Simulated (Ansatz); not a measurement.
**Y: other elements on the same sites**

The task here is to estimate one member of a computed series from the others.

Computed with Ansatz 0.2.0 (DFT PBEsol, scalar-relativistic, plane waves, PAW, unless a step's input says otherwise).

## The system as given

Symmetry: Fm-3m, No. 225, cubic system. The conventional cell has a = 4.977 Å, b = 4.977 Å, c = 4.977 Å, α = 90.00°, β = 90.00°, γ = 90.00°. Around Y (site symmetry m-3m) lie 12 Y at 3.52 Å.

Structure file:

```cif
data_structure
_symmetry_space_group_name_H-M 'Fm-3m'
_symmetry_Int_Tables_number 225
_cell_length_a 4.9769
_cell_length_b 4.9769
_cell_length_c 4.9769
_cell_angle_alpha 90.000
_cell_angle_beta 90.000
_cell_angle_gamma 90.000
_cell_volume 123.28
loop_
_atom_site_label
_atom_site_type_symbol
_atom_site_symmetry_multiplicity
_atom_site_Wyckoff_symbol
_atom_site_fract_x
_atom_site_fract_y
_atom_site_fract_z
_atom_site_occupancy
Y1 Y 4 a 0.00000 0.00000 0.00000 1
```

It is the result of an earlier relaxation at this level (volume 30.82 Å³/atom; gap on the mesh: none (metal)).

The first run:

input.yaml

```yaml
crystal:
  lattice:
    - [0.0, 1.8258468108, 1.8258468108]
    - [1.8258468108, 0.0, 1.8258468108]
    - [1.8258468108, 1.8258468108, 0.0]
  atoms:
    - { symbol: Al, position: [0.0, 0.0, 0.0] }
basis:
  ecutwfc: 420
kpoints:
  mp_grid: { grid: [8, 8, 8] }
hamiltonian:
  xc: pbesol
scf:
  occupations: { method: gaussian, width: 0.1 }
output:
  forces: true
  stress: true
  eigenvalues: true
```

The run is started by

```sh
$ ansatz run input.yaml --threads 1 --pin off --max-ram 2560MiB --backend cpu --events-out ev --progress --plain --runs-dir out
```

Steps of the session up to this table: Quick check of gap, pressure and forces (Al); Rough relaxation on the coarse mesh (Al); The relaxation (Al); A first look at the start (Bi); Rough relaxation on the coarse mesh (Bi); Full relaxation (Bi).

One table of the session follows, with a row left open; its other results are not shown here.

Lengths are those of the vectors of the cell that was run:

```
  swap  volume (Å³/atom)  a (Å)  b (Å)  c (Å)
  none             30.82  3.519  3.519  3.519
Y → Ga             17.79  2.930  2.930  2.930
Y → Zr                 ?      ?      ?      ?
Y → Al             16.19  2.840  2.840  2.840
Y → Bi             30.25  3.497  3.497  3.497
```

**Question.** Estimate the row for Y → Zr.

**Answer.** volume (Å³/atom): 22.22; a (Å): 3.156; b (Å): 3.156; c (Å): 3.156. In the column «volume (Å³/atom)» it lies between Y → Ga (17.79) and Y → Bi (30.25).

Lengths are those of the computed cell. Rows of earlier swaps come from the sessions before.
